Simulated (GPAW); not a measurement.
# InSe (R3m) in GPAW: single point with PBEsol

Aim: the single point of InSe with PBEsol.

All numbers are computed with GPAW 26.7.0; they aren't measurements. Logs are shortened: lines on timing, memory, paths and dates and some standing lists are left out, and cuts for length are marked. The log counts tension as positive stress, the text compression.

### 1 The structure

The structure is trigonal, space group R3m (No. 160). The conventional cell has a = 4.000 Å, b = 4.000 Å, c = 25.320 Å, α = 90.00°, β = 90.00°, γ = 120.00°. In (site symmetry 3m) is surrounded by 3 Se at 2.63 Å and 1 In at 2.82 Å. In (site symmetry 3m) has 3 Se at 2.64 Å and 1 In at 2.82 Å as nearest neighbours. Se (site symmetry 3m) has 3 In at 2.63 Å as nearest neighbours. Se (site symmetry 3m) is surrounded by 3 In at 2.64 Å.

### 2 Single point, PBEsol

File run.py:

```python
from ase import Atoms
from ase.dft.bandgap import bandgap
from ase.io import write
from ase.units import GPa
from gpaw import GPAW, PW, setup_paths

setup_paths.insert(0, '.')

atoms = Atoms(['In', 'In', 'Se', 'Se'],
              cell=[[2.0, 1.1547005384, 8.44],
                    [-2.0, 1.1547005384, 8.44],
                    [0.0, -2.3094010768, 8.44]],
              scaled_positions=[[0.8886, 0.8886, 0.8886],
                                [0.0, 0.0, 0.0],
                                [0.1719, 0.1719, 0.1719],
                                [0.3835, 0.3835, 0.3835]],
              pbc=True)

calc = GPAW(mode=PW(450),
            xc='PBEsol',
            kpts={'size': (6, 6, 6), 'gamma': True},
            occupations={'name': 'fermi-dirac', 'width': 0.05},
            nbands=32,
            maxiter=120,
            txt='gpaw.txt')
atoms.calc = calc
energy = atoms.get_potential_energy()
forces = atoms.get_forces()
stress = atoms.get_stress()
calc.write('gs.gpw')
write('result.traj', atoms)
print(f'Energy: {energy:.6f} eV')
print('Forces (eV/A):')
print(forces.round(4))
print('Stress (GPa):', (stress / GPa).round(3))
print('Fermi level:', round(calc.get_fermi_level(), 4), 'eV')
print(f'Gap: {bandgap(calc)[0]:.4f} eV, direct: {bandgap(calc, direct=True)[0]:.4f} eV')
```

Potentials or basis: PAW data sets generated in the run's folder for this functional, pw.

Command:

```
> gpaw-setup -f PBEsol In Se
> OMP_NUM_THREADS=1 python run.py
```

gpaw.txt:

```text
__  _  _
 | _ |_)|_||  |
 |__||  | ||/\| - 26.7.0

Input parameters:
  mode=PW(ecut=450.00000000000006),
  kpts=MonkhorstPack(size=(6, 6, 6), gamma=True),
  maxiter=120,
  nbands=32,
  occupations=Occupations(name='fermi-dirac', width=0.05),
  xc=XC(name='PBEsol')

Diagonalizing LCAO Hamiltonian
Converting LCAO to pw mode

       In

       Se

       Se

       In

Atoms  # Å, Bohr magnetons
|   | symbol |        x |         y |         z |    initial magnetic moments |
|---|--------|----------|-----------|-----------|-----------------------------|
| 0 |     In | 0.000000 | -0.000000 | 22.499352 | ( 0.0000,  0.0000,  0.0000) |
| 1 |     In | 0.000000 |  0.000000 |  0.000000 | ( 0.0000,  0.0000,  0.0000) |
| 2 |     Se | 0.000000 | -0.000000 |  4.352508 | ( 0.0000,  0.0000,  0.0000) |
| 3 |     Se | 0.000000 | -0.000000 |  9.710220 | ( 0.0000,  0.0000,  0.0000) |

Unit cell  # Å
| periodic |         x |         y |        z |  lengths |    angles |
|----------|-----------|-----------|----------|----------|-----------|
|      yes |  2.000000 |  1.154701 | 8.440000 | 8.750253 | 26.425182 |
|      yes | -2.000000 |  1.154701 | 8.440000 | 8.750253 | 26.425182 |
|      yes |  0.000000 | -2.309401 | 8.440000 | 8.750253 | 26.425182 |

Number of symmetries: 6
Symmetry operations  # r_c * U_cc + t_c -> r_c
|   | kind |            matrix            |
|---|------|------------------------------|
| 0 |  E   |  1, 0, 0,  0, 1, 0,  0, 0, 1 |
| 1 |  σ   |  1, 0, 0,  0, 0, 1,  0, 1, 0 |
| 2 |  σ   |  0, 1, 0,  1, 0, 0,  0, 0, 1 |
| 3 |  C3  |  0, 1, 0,  0, 0, 1,  1, 0, 0 |
| 4 |  C3  |  0, 0, 1,  1, 0, 0,  0, 1, 0 |
| 5 |  σ   |  0, 0, 1,  0, 1, 0,  1, 0, 0 |

BZ-sampling:
  Number of BZ points: 216
  Number of IBZ points: 32

  Monkhorst-Pack size: [6, 6, 6]
  Monkhorst-Pack shift: [0.08333333333333333, 0.08333333333333333, 0.08333333333333333]

K-points  # in reciprocal-cell coordinates
|     |                                coordinates |     weight |
|-----|--------------------------------------------|------------|
|   0 | (  0.00000000,   0.00000000,   0.00000000) | 0.00462963 |
|   1 | (  0.16666667,   0.00000000,  -0.16666667) | 0.02777778 |
|   2 | (  0.16666667,   0.00000000,   0.00000000) | 0.02777778 |
|   3 | (  0.16666667,   0.16666667,  -0.16666667) | 0.02777778 |
|   4 | (  0.16666667,   0.16666667,   0.00000000) | 0.02777778 |
|   5 | (  0.16666667,   0.16666667,   0.16666667) | 0.00925926 |
|   6 | (  0.33333333,  -0.16666667,  -0.16666667) | 0.02777778 |
|   7 | (  0.33333333,   0.00000000,  -0.33333333) | 0.02777778 |
|   8 | (  0.33333333,   0.00000000,  -0.16666667) | 0.05555556 |
|   9 | (  0.33333333,   0.00000000,   0.00000000) | 0.02777778 |
| ... |                                            |            |
|  31 | (  0.50000000,   0.50000000,   0.50000000) | 0.00462963 |

Plane wave coefficients: 2553
Cutoff: 450.00000000000006 eV

Spin-components: 1 (collinear spins)
Bands:           32
Projectors:      22
Spin-degeneracy: 2
Datatype:        complex128

Parallelization:
  kpt:    1
  domain: 1
  band:   1

Density:
  Valence electrons: 38.0
  Components: 1
  Grid points: [45 45 45]
  Charge: 0.0  # |e|

Potential:
  Grid points: [45 45 45]

species:
  In:
    name:    Indium
    Z:       49.0
    valence: 13
    core:    36
    charge:  0.0  # [|e|]
    compensation charges:
      type: gauss
      rc: 0.36  # [Å]
      lmax: 2
    cutoffs:
      filter: 2.09  # [Å]
      core: 2.48  # [Å]
    projectors
    | kind |    occ | energy [eV] | rcut [Å] |
    |------|--------|-------------|----------|
    |   5s |  2.000 |      -8.248 |    1.185 |
    |   5p |  1.000 |      -2.521 |    1.244 |
    |   4d | 10.000 |     -18.596 |    1.148 |
    |    s |        |      18.964 |    1.185 |
    |    p |        |      24.691 |    1.244 |
    |    d |        |       8.615 |    1.148 |

    Using partial waves for In as LCAO basis

  Se:
    name:    Selenium
    Z:       34.0
    valence: 6
    core:    28
    charge:  0.0  # [|e|]
    compensation charges:
      type: gauss
      rc: 0.27  # [Å]
      lmax: 2
    cutoffs:
      filter: 1.77  # [Å]
      core: 2.67  # [Å]
    projectors
    | kind |    occ | energy [eV] | rcut [Å] |
    |------|--------|-------------|----------|
    |   4s |  2.000 |     -17.281 |    0.847 |
    |   4p |  4.000 |      -6.511 |    1.005 |
    |    s |        |       9.930 |    0.847 |
    |    p |        |      20.700 |    1.005 |
    |    d |        |       0.000 |    0.847 |

    Using partial waves for Se as LCAO basis

Reference energy: -451921.881656  # eV

eigensolver:
  PPCG
  Converge bands: occupied
  niter=2

density mixing:
  MSR1-Mixer
  Pratt-step length: 0.05
  Maximum mixing coefficient: 0.75
  Old densities: 10
  SVD Regularization: 0.005
  Good broyden scale: 1.0
  Trust region scale: 1.0
  Backstep threshold: 4.0
  History deletion threshold: 6.0
  Fourier metric: weight=20.0, sigma=0.015

occupation numbers:
  Fermi-Dirac:
    width: 0.0500  # eV

poisson solver:
  ecut: 3600.0000000000005  # eV

xc functional:
  name: PBEsol with 2 nearest neighbor stencil

convergence criteria:
- Maximum [total energy] change in last 3 cyles: 0.0005 eV / valence electron
- Maximum integral of absolute [dens]ity change: 0.0001 electrons / valence electron
- Maximum integral of absolute [eigenst]ate change: 4e-08 eV^2 / valence electron
maximum number of iterations: 120

SCF iterations
|iter     | |      energy | eigst |  dens |
|---------|-|-------------|-------|-------|
|iter:   1| |  -16.272762 | -0.46 |       |
|iter:   2| |  -16.190650 | -2.28 | -1.25 |
|iter:   3| |  -15.953795 | -2.01 | -1.30 |
|iter:   4| |  -15.917363 | -2.95 | -1.69 |
|iter:   5| |  -15.915702 | -3.78 | -2.22 |
|iter:   6| |  -15.915021c| -4.46 | -2.56 |
|iter:   7| |  -15.915041c| -5.50 | -3.29 |
|iter:   8| |  -15.915043c| -6.78 | -3.90 |
|iter:   9| |  -15.915043c| -7.82c| -4.54c|

Converged in 9 steps
Energy contributions relative to reference atoms: (reference = -451921.881656)

Energy contributions:
  Kinetic:          40.778589
  Coulomb:         -38.723965
  Zero:              0.326381
  External:          0.000000
  Xc:              -18.295976
  Entropy:          -0.000146
  Spinorbit:         0.000000
  ----------------------------
  Free energy:     -15.915116
  Extrapolated:    -15.915043

dipole moment: (0.000000, 0.000000, -68.114502)  # |e|*Ang

Fermi level: 4.733
Eigenvalues  # (at kpt = [0.000, 0.000, 0.000])
| band index |      eig [eV] | occ [0-2] |
|------------|---------------|-----------|
|          0 |       -10.068 |     2.000 |
|        ... |               |           |
|         11 |        -8.593 |     2.000 |
|         12 |        -1.759 |     2.000 |
|         13 |         1.104 |     2.000 |
|         14 |         3.016 |     2.000 |
|         15 |         3.253 |     2.000 |
|         16 |         3.253 |     2.000 |
|         17 |         3.345 |     2.000 |
|         18 |         3.345 |     2.000 |
|         19 |         6.186 |     0.000 |
|         20 |         6.549 |     0.000 |
|         21 |         8.907 |     0.000 |
|         22 |         8.907 |     0.000 |
|         23 |         9.670 |     0.000 |
|         24 |         9.981 |     0.000 |
|         25 |         9.981 |     0.000 |
|         26 |        12.002 |     0.000 |
|        ... |               |           |
|         31 |        14.363 |     0.000 |

Gap: 0.336 eV
Transition (v -> c):
  (s=0, k=31, n=18, [0.50, 0.50, 0.50]) -> (s=0, k=31, n=19, [0.50, 0.50, 0.50])
No difference between direct/indirect transitions

Forces  # eV/Ang
|        x |        y |        z |
|----------|----------|----------|
|  0.00000 |  0.00000 |  0.31056 |  # In   0
|  0.00000 |  0.00000 | -0.29425 |  # In   1
| -0.00000 |  0.00000 | -0.07024 |  # Se   2
|  0.00000 | -0.00000 |  0.04991 |  # Se   3

Stress tensor  # eV/Ang^3
|        x |        y |        z |
|----------|----------|----------|
| 0.004368 | 0.000000 | 0.000000 |
| 0.000000 | 0.004368 | 0.000000 |
| 0.000000 | 0.000000 | 0.010949 |

# Writing to gs.gpw (mode='')
```

It took 2.3 min on 1 thread of Arm Neoverse V2, shared host; peak memory 0.35 GiB.

What came out:

* Free energy: -15.9151 eV
* Pressure: -1.1 GPa
* Largest force: 0.311 eV/Å
* Band gap on the k mesh: 0.34 eV, direct

Forces on the atoms (eV/Å):
```
In   0.000  0.000  0.311
In   0.000  0.000 -0.294
Se   0.000  0.000 -0.070
Se   0.000  0.000  0.050
```

Stress tensor (GPa, compression positive):
```
-0.70  0.00  0.00
 0.00 -0.70  0.00
 0.00  0.00 -1.75
```

Caveat: the cutoff is short for stress and forces, so pressures can be off by a GPa or more; spin-orbit coupling is left out, which moves the levels of the heavy elements; the program warned that so skewed a cell can give wrong results. A k mesh can miss the band edges.
